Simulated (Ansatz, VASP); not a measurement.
# HgTe in two plane-wave programs

One calculation is typed for both programs; each brings its own data sets and cutoff. How far apart do they land? The cell is taken from a series of runs on this material, whose earlier steps may have relaxed or scaled it; both programs get it as it stands.

Method: plane waves, with VASP 6.6.1 beside it; single point at LDA, in Ansatz 0.2.0.

## Step 1: Set-up

It takes space group F-43m (No. 216, cubic). The conventional cell has a = 6.416 Å, b = 6.416 Å, c = 6.416 Å, α = 90.00°, β = 90.00°, γ = 90.00°. Nearest to Hg lie 4 Te at 2.78 Å. Nearest to Te lie 4 Hg at 2.78 Å. Farther neighbours and most contacts between anions are not listed.

## Step 2: Ansatz: single point, LDA

Ansatz runs on its default PAW (the set named soft_2) files.

A single point gives forces, pressure and levels at one fixed geometry, so differences don't come from the geometry; what else differs is listed under the comparison.

Contents of input.yaml:

```yaml
crystal:
  lattice:
    - [0.0, 3.20785899, 3.20785899]
    - [3.20785899, 0.0, 3.20785899]
    - [3.20785899, 3.20785899, 0.0]
  atoms:
    - { symbol: Hg, position: [0.0, 0.0, 0.0] }
    - { symbol: Te, position: [0.75, 0.75, 0.75] }
hamiltonian:
  xc: lda
  pseudopotentials: { kind: paw }
kpoints:
  mp_grid: { grid: [10, 10, 10] }
scf:
  occupations: { method: gaussian, width: 0.05 }
  n_extra_bands: 4
output:
  forces: true
  stress: true
  eigenvalues: true
```

Run with:

```sh
ansatz run input.yaml --threads 2 --pin off --max-ram 4608MiB --backend cpu --events-out ev --progress --plain --runs-dir out
```

Numbers of over 12 decimals in the logs are rounded to 6 here.

Log:

```text
scf.n_extra_bands = 4 over 18 filled bands (N_el = 36.0): the run solves 22 bands
Engine: ansatz 0.2.0, x86_64-unknown-linux-gnu
Pseudopotentials: kind: paw
Pseudopotential: Hg, paw, valence charge 20, recommended cutoff 420 eV (normal), Hg.paw.azcp
Pseudopotential: Te, paw, valence charge 16, recommended cutoff 420 eV (normal), Te.paw.azcp
Functional definition: SPW92
  exchange = slater_x
  correlation = pw_c
Crystal: 2 atoms, lattice volume = 66.020 Å³
Basis set: ecut = 420 eV, 1243 PW (Γ)
Bands: 22, of which v1, the nominal top of the filled ones, is band 18 counted from 1 (17 counted from 0)
Symmetry: 24 space group operations
Space group: F-43m (ITA 216), of the structure as read, at distance tolerance 4.0e-5 Å
k-points: 47 of 1000 (time reversal used)
Non-local potential: Hg, projectors of the file, l = 0: 3, l = 1: 2, l = 2: 2, l = 3: 1
Non-local potential: Te, projectors of the file, l = 0: 2, l = 1: 2, l = 2: 2, l = 3: 2
PAW form: soft (Blöchl's): semilocal exchange-correlation on the pseudo side does not see the compensation charge
PAW frozen core: Hg, regenerated for the run's functional, and the local potential with it (the file was generated under x = pbe(κ = 0.804, μ = 0.219515), c = pbe(β = 0.066725))
PAW frozen core: Te, regenerated for the run's functional, and the local potential with it (the file was generated under x = pbe(κ = 0.804, μ = 0.219515), c = pbe(β = 0.066725))
PAW one-centre angular grid: Hg, 590 points (default); XC on 64 Gauss nodes
PAW one-centre angular grid: Te, 590 points (default); XC on 64 Gauss nodes
Initial density: superposition of atomic densities (neutral atoms: chi_scale 0, normalization atom), corrected by the library's trained network
Initial wavefunctions: pseudopotential atomic-orbital guess
Functional: x = slater, c = lda
SCF iter   1: F=—  HF=-20349.890469 eV  |F-HF|=—  |Δ(HF+E_count)|=         —  Δρ=4.53e-3  dr2=9.13e-3  ethr=1.77e-3  ⟨swp⟩=6.1  Hψ=4896  notcnv=0
preconditioner: auto → none  [insulator: Δε(μ)=0.468 eV  Ē_g=10.606 eV  σ=0.050 eV  W_gap=0.67  n_scr=14 (ndim 8)  ℏωp=19.4 eV  f_vac=0.178  D(μ)=0.06/eV (n_scr^D=0)  ε∞_Penn≈4.3]
SCF iter   2: F=—  HF=-20349.887401 eV  |F-HF|=—  |Δ(HF+E_count)|=   3.07e-3  Δρ=1.90e-3  dr2=8.25e-4  ethr=2.54e-5  ⟨swp⟩=2.0  Hψ=2242  notcnv=0
SCF iter   3: F=—  HF=-20349.887428 eV  |F-HF|=—  |Δ(HF+E_count)|=   2.80e-5  Δρ=6.88e-4  dr2=1.19e-4  ethr=2.29e-6  ⟨swp⟩=1.0  Hψ=1034  notcnv=0
SCF iter   4: F=—  HF=-20349.887436 eV  |F-HF|=—  |Δ(HF+E_count)|=   7.06e-6  Δρ=7.14e-5  dr2=4.27e-6  ethr=3.30e-7  ⟨swp⟩=1.3  Hψ=1083  notcnv=0
SCF iter   5: F=—  HF=-20349.887445 eV  |F-HF|=—  |Δ(HF+E_count)|=   9.82e-6  Δρ=1.72e-5  dr2=1.52e-7  ethr=1.19e-8  ⟨swp⟩=2.0  Hψ=1418  notcnv=0
SCF iter   6: F=-20349.887445 eV  HF=-20349.887445 eV  |F-HF|=3.16e-9  |Δ(HF+E_count)|=   2.15e-8  Δρ=3.74e-6  dr2=6.74e-9  ethr=2.78e-10  ⟨swp⟩=5.8  Hψ=4161  notcnv=0
SCF 1 converged in 6 iterations: F = -20349.887445 eV  dr2 = 6.74e-9
  greatest PAW one-centre occupation: 1.000 electrons in one spin orbital (limit 2), on the Hg atom at site 0 (counted from 0), in its partial waves of l = 0
SCF converged after 6 iterations
Free energy (F): -20349.887445 eV
Harris-Foulkes:  -20349.887445 eV  (|F-HF|=3.16e-9)
Internal energy: -20349.887368 eV  (E = F + TS)
E sigma→0 (E₀):  -20349.887407 eV
Entropy (-TS):   -0.000077 eV (-0.039 meV/atom)
Fermi energy:    8.783865 eV
--- Per-component energies (eV) ---
  E_band       = -773.587977
  E_kinetic    = 786.336245
  E_local      = -4768.690161  (includes V_loc(G=0)·N_el)
  E_nonlocal   = -224.532362
  E_hartree    = 2314.971476
  E_xc         = -342.915759
  E_vxc        = -367.038913  (∫ρ·V_xc dr)
  E_paw        = -14165.091551  (= ΣΔE_a)
  E_vpaw       = -829.611473  (= ΣTr[D̂ρ^β])
  E_aug_tail   = 0.000643  (compensation charges beyond the density's cutoff)
  E_ewald      = -3951.220652
  E_core_change = 1.254754  (= ΣΔE_core)
  E_smearing   = -0.000077  (= −TS)
  E_closure    = -0.000000  (closes the sum)
  Σ components = -20349.887445   (vs F -20349.887445, Δ=0.00e0)
--- Forces (eV/Å), atoms counted from 1 ---
  atom   1  Hg    -0.00000000     0.00000000     0.00000000
  atom   2  Te     0.00000000    -0.00000000    -0.00000000
  max |Σ_I F_I| component: 9.25e-17 eV/Å
--- Stress (GPa, compression-positive) ---
        0.431681      -0.000000      -0.000000
       -0.000000       0.431681       0.000000
        0.000000       0.000000       0.431681
  P = ⅓ Tr σ = 0.4317 GPa (4.317 kbar)
--- Band table (eV; the first three rows and the last of 47) ---
  k-point 0: bands = [... 14 lower, 1.8586, 7.8980, 8.7686, 8.7686, 8.7686, 12.9194, 12.9194, 12.9194]
  k-point 1: bands = [... 14 lower, 1.8568, 7.1105, 8.6455, 8.6455, 9.2482, 12.7852, 13.0810, 13.0810]
  k-point 2: bands = [... 14 lower, 1.8551, 5.8944, 8.3563, 8.3563, 9.5317, 13.1136, 13.4242, 13.4242]
  k-point 46: bands = [... 14 lower, 2.4866, 3.0669, 5.9907, 6.1195, 11.7177, 12.7328, 14.5549, 15.0092]
```

The run ends at a pressure of 0.43 GPa.

## Step 3: VASP: single point, LDA

The same cell, functional (in two slightly different forms), mesh and smearing now go to VASP, with its own data sets and cutoff.

Lines of VASP's logs that name or quote its potential files are left out, and so is its time.

Contents of INCAR:

```
SYSTEM = HgTe
PREC = Accurate
ENCUT = 400
EDIFF = 1E-06
NELM = 100
ISMEAR = 0
SIGMA = 0.05
LREAL = .FALSE.
ALGO = Normal
GGA = PW92
NBANDS = 15
LORBIT = 11
LWAVE = .FALSE.
LCHARG = .FALSE.
KPAR = 2
ISIF = 2
```

Contents of POSCAR:

```
HgTe
1.0
    0.0000000000      3.2078589900      3.2078589900
    3.2078589900      0.0000000000      3.2078589900
    3.2078589900      3.2078589900      0.0000000000
Hg Te
1 1
Direct
    0.0000000000      0.0000000000      0.0000000000
    0.7500000000      0.7500000000      0.7500000000
```

Contents of KPOINTS:

```
Automatic mesh
0
Gamma
10 10 10
0 0 0
```

The projector-augmented-wave data sets are Hg and Te (LDA family, release 64).

Run with:

```sh
mpirun -np 2 vasp_std
```

Log:

```text
[banner, memory and clock lines left out]
running    2 mpi-ranks, on    1 nodes
 distrk:  each k-point on    1 cores,    2 groups
 distr:  one band on    1 cores,    1 groups

 POSCAR found type information on POSCAR HgTe
 POSCAR found :  2 types and       2 ions
|                                                                             |
|               ----> ADVICE to this user running VASP <----                  |
|                                                                             |
|     You enforced a specific xc type in the INCAR file but a different       |
|     [... a line on the potential file left out ...]
|     I HOPE YOU KNOW WHAT YOU ARE DOING!                                     |
|                                                                             |

 LDA part: xc-table for (Slater(with rela. corr.)+PW92), standard interpolation
 POSCAR, INCAR and KPOINTS ok, starting setup
 FFT: planning ... GRIDC
 FFT: planning ... GRID_SOFT
 FFT: planning ... GRID
 WAVECAR not read
 entering main loop
       N       E                     dE             d eps       ncg     rms          rms(c)
DAV:   1     0.885546396347E+02    0.88555E+02   -0.70190E+03  1426   0.838E+02
DAV:   2    -0.217646087965E+01   -0.90731E+02   -0.86130E+02  1648   0.219E+02
DAV:   3    -0.522942152110E+01   -0.30530E+01   -0.30465E+01  1711   0.418E+01
DAV:   4    -0.525984234925E+01   -0.30421E-01   -0.30419E-01  2141   0.375E+00
DAV:   5    -0.525990624391E+01   -0.63895E-04   -0.63894E-04  1774   0.158E-01    0.807E+00
DAV:   6    -0.504639224864E+01    0.21351E+00   -0.42619E-01  1578   0.933E+00    0.635E+00
DAV:   7    -0.503210324438E+01    0.14289E-01   -0.98825E-02  1529   0.230E+00    0.218E+00
DAV:   8    -0.502945381768E+01    0.26494E-02   -0.11298E-02  1578   0.131E+00    0.557E-01
DAV:   9    -0.502911037222E+01    0.34345E-03   -0.73794E-04  1838   0.313E-01    0.132E-01
DAV:  10    -0.502910298107E+01    0.73911E-05   -0.67078E-05  1710   0.766E-02    0.524E-02
DAV:  11    -0.502910503760E+01   -0.20565E-05   -0.17587E-05  1704   0.403E-02    0.321E-02
DAV:  12    -0.502910373029E+01    0.13073E-05   -0.32828E-06  1529   0.176E-02    0.136E-02
DAV:  13    -0.502910375179E+01   -0.21505E-07   -0.24267E-07   838   0.313E-03
   1 F= -.50291038E+01 E0= -.50290651E+01  d E =-.773113E-04
```

Parts of OUTCAR (step 3):

```text
ion  position               nearest neighbor table
   1  0.000  0.000  0.000-   2 2.78   2 2.78   2 2.78   2 2.78
   2  0.750  0.750  0.750-   1 2.78   1 2.78   1 2.78   1 2.78

  LATTYP: Found a face centered cubic cell.
 ALAT       =     6.4157179800

 Subroutine GETGRP returns: Found 24 space group operations
 (whereof 24 operations were pure point group operations)

The static configuration has the point symmetry T_d .

 Found     47 irreducible k-points:

   k-points           NKPTS =     47   k-points in BZ     NKDIM =     47   number of bands    NBANDS=     15

   dimension x,y,z NGX =    30 NGY =   30 NGZ =   30
   dimension x,y,z NGXF=    60 NGYF=   60 NGZF=   60

   ENCUT  =  400.0 eV  29.40 Ry    5.42 a.u.   7.40  7.40  7.40*2*pi/ulx,y,z

   NELECT =      18.0000    total number of electrons

 k-points in reciprocal lattice and weights: Automatic mesh
   0.00000000  0.00000000  0.00000000       0.001
   0.10000000  0.00000000  0.00000000       0.008
   0.20000000  0.00000000  0.00000000       0.008
   0.30000000  0.00000000  0.00000000       0.008
   0.40000000  0.00000000  0.00000000       0.008
   0.50000000  0.00000000  0.00000000       0.004
   0.10000000  0.10000000  0.00000000       0.006
   0.20000000  0.10000000  0.00000000       0.024
   0.30000000  0.10000000  0.00000000       0.024
[...]
-0.30000000  0.40000000  0.20000000       0.024
  -0.30000000  0.50000000  0.20000000       0.012

 average (electrostatic) potential at core
       1 -40.6964       2 -92.0980

 E-fermi :   3.1665

 k-point     1 :       0.0000    0.0000    0.0000
  band No.  band energies     occupation
    ...
      6      -3.8021      2.00000
      7       2.3379      2.00000
      8       3.1512      1.33379
      9       3.1512      1.33379
     10       3.1512      1.33379
     11       7.2718      0.00000
     12       7.2718      0.00000
     13       7.2718      0.00000
     14       9.3855      0.00000
     15      12.6993      0.00000

 k-point     2 :       0.1000    0.0000    0.0000
  band No.  band energies     occupation
    ...
      5      -3.8039      2.00000
      6      -3.8039      2.00000
      7       1.5223      2.00000
      8       3.0275      1.99991
      9       3.0275      1.99991
     10       3.6559      0.00000
     11       7.1536      0.00000
     12       7.4337      0.00000
     13       7.4337      0.00000
     14      10.0888      0.00000
    ...

 k-point     3 :       0.2000    0.0000    0.0000
  band No.  band energies     occupation
    ...
      5      -3.8056      2.00000
      6      -3.8056      2.00000
      7       0.2912      2.00000
      8       2.7374      2.00000
      9       2.7374      2.00000
     10       3.9440      0.00000
     11       7.5019      0.00000
     12       7.7759      0.00000
     13       7.7759      0.00000
     14      10.8116      0.00000
    ...

  Total        0.2829777      0.2829777      0.2829777      0.0000000      0.0000000     -0.0000000
  in kB        6.8673149      6.8673149      6.8673149      0.0000000      0.0000000     -0.0000000
  external PRESSURE =       6.8673149 kB  Pullay stress =       0.0000000 kB

  energy-cutoff  :      400.00
  volume of cell :       66.02
      direct lattice vectors                 reciprocal lattice vectors
     0.000000000  3.207858990  3.207858990    -0.155867200  0.155867200  0.155867200
     3.207858990  0.000000000  3.207858990     0.155867200 -0.155867200  0.155867200
     3.207858990  3.207858990  0.000000000     0.155867200  0.155867200 -0.155867200

 POSITION                                       TOTAL-FORCE (eV/Angst)
 -----------------------------------------------------------------------------------
      0.00000      0.00000      0.00000        -0.000000      0.000000      0.000000
      4.81179      4.81179      4.81179         0.000000     -0.000000     -0.000000
 -----------------------------------------------------------------------------------
    total drift:                               -0.000000     -0.000000     -0.000000

  FREE ENERGIE OF THE ION-ELECTRON SYSTEM (eV)
  ---------------------------------------------------
  free  energy   TOTEN  =        -5.0291037518 eV

  energy  without entropy=       -5.0290264404  energy(sigma->0) =       -5.02906510

 total charge
# of ion       s       p       d       tot
------------------------------------------
    1        0.760   0.444   9.351  10.555
    2        1.375   1.982   0.037   3.395
--------------------------------------------------
tot          2.135   2.426   9.389  13.950

[... 3 further parts left out ...]
```

The run ends at a pressure of 0.69 GPa.

## Step 4: Side by side

Known differences besides the PAW data sets themselves: the data sets hold 36 valence electrons in Ansatz (default PAW (the set named soft_2) files) and 18 in VASP; the cutoff is 420 eV in Ansatz and 400 eV in VASP; Ansatz makes its cores anew for this functional, VASP keeps those of its LDA data sets. Total energies have different zeros and are not compared.

Compared:

```
      quantity  Ansatz  VASP  difference
pressure (GPa)    0.43  0.69       -0.26
```

## Step 5: What moves the difference

How far does this hang on the set-up? Further runs change one program's set-up at a time, as the table lists.

```
                                                                                                       run  difference in pressure (GPa)
                                                                                                  as above                         -0.26
VASP with the data sets Hg_sv_GW and Te_GW, a cutoff of 520 eV and GGA = CA, the Perdew-Zunger form of LDA                          0.25
```

## Step 6: Summary of results

| Property | Result |
| --- | --- |
| difference in pressure (single point, LDA) | -0.26 GPa |

**Reading.** The difference in pressure is -0.26 GPa (single point, LDA), within the 1 GPa picked in this series as the mark of a large difference. For single point, LDA: VASP with the data sets Hg_sv_GW and Te_GW, a cutoff of 520 eV and GGA = CA, the Perdew-Zunger form of LDA turns the difference in pressure from -0.26 to 0.25 GPa, so VASP's own sets bracket Ansatz's value. How closely two codes agree says nothing of how well the functional describes the real material.

[Lines on the potential files, build, host, timing and source positions are cut from VASP's logs without a mark.]

[Logs are printed without paths, hosts, clocks, repeated set-up lines and the standing remarks that a program may print on its own settings, such as how far it seeks lower states.]

[Hosts, paths, dates, database ids (printed as entryN), source tags and the programs' standing remarks are cut or masked in the printed files.]
